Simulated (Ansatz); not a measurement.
## (110) slab of zincblende AlN, 13.9 Å thick as cut, bare faces

Ansatz, PAW, plane waves, no spin–orbit coupling unless named; atoms relaxed with PBEsol, the curve by HSE06. The curve holds the local part of the PAW potentials, so its shape inside matter depends on the files.

```yaml
crystal:
  lattice:
    - [2.18886, -2.18886, 0.00000]
    - [0.00000, 0.00000, 4.37772]
    - [-19.04226, -19.04226, 0.00000]
  atoms:
    - { symbol: Al, position: [0.00023, 0.00226, 0.70291] }
    - { symbol: Al, position: [0.00048, 0.00218, 0.47126] }
    - { symbol: Al, position: [0.00062, 0.95991, 0.24871] }
    - { symbol: Al, position: [0.00036, 0.00271, 0.58632] }
    - { symbol: Al, position: [0.00053, 0.00196, 0.35669] }
    - { symbol: Al, position: [0.50029, 0.50187, 0.64320] }
    - { symbol: Al, position: [0.50051, 0.50275, 0.41357] }
    - { symbol: Al, position: [0.50023, 0.45985, 0.75118] }
    - { symbol: Al, position: [0.50043, 0.50217, 0.52863] }
    - { symbol: Al, position: [0.50058, 0.50234, 0.29699] }
    - { symbol: N, position: [0.00028, 0.25129, 0.64379] }
    - { symbol: N, position: [0.00052, 0.25265, 0.41380] }
    - { symbol: N, position: [0.00023, 0.26046, 0.75820] }
    - { symbol: N, position: [0.00042, 0.25224, 0.52870] }
    - { symbol: N, position: [0.00059, 0.25592, 0.29851] }
    - { symbol: N, position: [0.50035, 0.75262, 0.58610] }
    - { symbol: N, position: [0.50054, 0.75133, 0.35611] }
    - { symbol: N, position: [0.50023, 0.75585, 0.70139] }
    - { symbol: N, position: [0.50048, 0.75225, 0.47120] }
    - { symbol: N, position: [0.50061, 0.76052, 0.24169] }
```

Planar mean of the electrostatic potential energy along the normal, from the vacuum level:

```csv
z (Å),v (eV)
0.00,0.00
0.28,0.00
0.70,0.00
0.98,0.00
1.40,0.00
1.68,0.00
2.10,0.00
2.38,0.00
2.66,0.00
3.09,0.00
3.37,0.00
3.79,-0.01
4.07,-0.02
4.35,-0.04
4.77,-0.15
5.05,-0.34
5.47,-1.17
5.75,-2.70
6.17,-8.55
6.45,-11.05
6.73,-10.70
7.15,-8.60
7.43,-9.28
7.85,-11.70
8.14,-11.81
8.42,-9.71
8.84,-6.88
9.12,-8.68
9.54,-11.69
9.82,-10.94
10.24,-7.66
10.52,-7.80
10.80,-10.08
11.22,-11.70
11.50,-9.92
11.92,-7.21
12.20,-8.73
12.48,-11.09
12.90,-11.05
13.18,-8.69
13.61,-7.68
13.89,-9.97
14.31,-11.70
14.59,-9.98
14.87,-7.64
15.29,-8.66
15.57,-11.05
15.99,-11.13
16.27,-8.81
16.55,-7.34
16.97,-9.86
17.25,-11.63
17.67,-9.98
17.95,-7.45
18.37,-8.34
18.65,-11.00
18.94,-12.05
19.36,-10.02
19.64,-8.73
20.06,-9.84
20.34,-11.19
20.62,-10.14
21.04,-4.25
21.32,-1.75
21.74,-0.50
22.02,-0.22
22.44,-0.06
22.72,-0.03
23.00,-0.01
23.42,0.00
23.70,0.00
24.12,0.00
24.41,0.00
24.69,0.00
25.11,0.00
25.39,0.00
25.81,0.00
26.09,0.00
26.51,0.00
26.79,0.00
```

Problem. How far below the vacuum level do the top filled and the lowest empty level lie, by each functional?

Solution. PBEsol: 5.72 and 2.95 eV (gap 2.77 eV, a 6×4×1 mesh); HSE06: 6.44 and 2.42 eV (gap 4.03 eV, a 4×3×1 mesh); r²SCAN: 5.88 and 2.58 eV (gap 3.30 eV, a 4×3×1 mesh). Either level can be a surface state and not a band edge of the crystal.
